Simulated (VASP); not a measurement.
Write the native input for VASP 6.6.1 that does the following.

| Property | Result |
| --- | --- |
| Task | single point |
| Functional | r2SCAN |
| Potentials or basis | VASP PAW PBE potentials, release 64 (Pt) |
| Cutoff | 520 eV |
| k mesh | 12 × 12 × 12 |
| Occupations | methfessel-paxton, width 0.2 eV |
| Spin | no spin polarisation |
| Hubbard terms | Pt d U = 4 eV, J = 1.0 eV |
| LDAUTYPE | 1 |
| Hund's J | 1 |
| Further INCAR settings | ALGO = Normal; EDIFF = 1e-06; NBANDS = 11 |

The structure of Pt lies in POSCAR:

```
Pt
1.0
    0.0000000000      1.9609000000      1.9609000000
    1.9609000000      0.0000000000      1.9609000000
    1.9609000000      1.9609000000      0.0000000000
Pt
1
Direct
    0.0000000000      0.0000000000      0.0000000000
```

These files were run (other wordings do the same):

INCAR

```
PREC = Accurate ; ENCUT = 520
EDIFF = 1E-6 ; ISMEAR = 1
SIGMA = 0.2 ; LREAL = F
LASPH = T ; NELM = 100
ALGO = Normal ; ISIF = 2
LWAVE = F ; LCHARG = F
LMAXMIX = 4 ; LDAU = T
LDAUTYPE = 1 ; LDAUL = 2
LDAUU = 4 ; LDAUJ = 1
LDAUPRINT = 1 ; METAGGA = R2SCAN
LMIXTAU = T ; NBANDS = 11
```

KPOINTS

```
Automatic mesh
0
Gamma
  12 12 12
```

Potentials or basis: VASP PAW PBE potentials, release 64 (Pt).

Run with:

```console
$ cat potpaw_PBE.64/Pt/POTCAR > POTCAR
$ mpirun -np 1 vasp_std > vasp.out
```

Results of the run:

```json
{
 "Pressure": "-4.0 GPa",
 "Band gap on the k mesh": "none (metal or under the smearing width)"
}
```

Caveat: the PAW data sets were made with another functional, which shifts forces and pressure a little; U without spin polarisation on a metal has little footing; the U is typed as a test and isn't derived for this compound.

Wall time 20 s on 1 thread of Intel(R) Xeon(R) 6975P-C (Granite Rapids), with other jobs on the host, peak memory 0.15 GiB.
